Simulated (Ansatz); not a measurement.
**Structure relaxation of B2P**

Theory: DFT PBE, scalar-relativistic, plane waves, PAW in Ansatz 0.2.0. Cutoff 420 eV, Γ-centred k mesh, Gaussian smearing, no spin polarisation in the final step.

B2P was placed on the ThSi2 structure type (I4_1/amd, No. 141), with P in place of Th, B in place of Si, at a guessed volume.

```
B P
1.0
    -1.63767    1.63767    5.69413
     1.63767   -1.63767    5.69413
     1.63767    1.63767   -5.69413
B P
4 2
Direct
  0.41650 0.41650 0.00000
  0.16650 0.66650 0.50000
  0.33350 0.83350 0.50000
  0.58350 0.58350 0.00000
  0.00000 0.00000 0.00000
  0.75000 0.25000 0.50000
```

Cell and atoms relax at zero pressure; the relaxation can't lower the symmetry of the start. After a coarse first stage the cell is made exact in the group found at 0.06 Å.

The zero of energy is the elements' standard structures at the same level; no fitted shifts are applied.

Q: Describe the relaxed structure.

A: It keeps I4_1/amd (No. 141). The result has the ThSi2 structure. Conventional cell: a = 3.111 Å, c = 10.992 Å. Around B lie 3 B at 1.79–1.83 Å; P is coordinated by 12 B at 2.37–2.42 Å.

```cif
data_structure
_symmetry_space_group_name_H-M 'I4_1/amd:1'
_symmetry_Int_Tables_number 141
_cell_length_a 3.1114
_cell_length_b 3.1114
_cell_length_c 10.9916
_cell_angle_alpha 90.000
_cell_angle_beta 90.000
_cell_angle_gamma 90.000
_cell_volume 106.41
loop_
_atom_site_label
_atom_site_type_symbol
_atom_site_symmetry_multiplicity
_atom_site_Wyckoff_symbol
_atom_site_fract_x
_atom_site_fract_y
_atom_site_fract_z
_atom_site_occupancy
B1 B 8 e 0.00000 0.00000 0.41862 1
P1 P 4 a 0.00000 0.00000 0.00000 1
```

Q: What are its volume, energy, density and gap?

A: The volume per atom is 8.87 Å³, the density is 3.28 g/cm³ and the energy over the elements is 0.91 eV/atom. The gap on the 16×16×16 mesh is 0 eV (a metal).

The final run used a 16×16×16 mesh on its 6-atom cell and 0.10 eV smearing. For metals, differences of a few meV/atom aren't resolved. A structure relaxed within its symmetry needn't be a true minimum. The steps took roughly 2.4 core-minutes in all.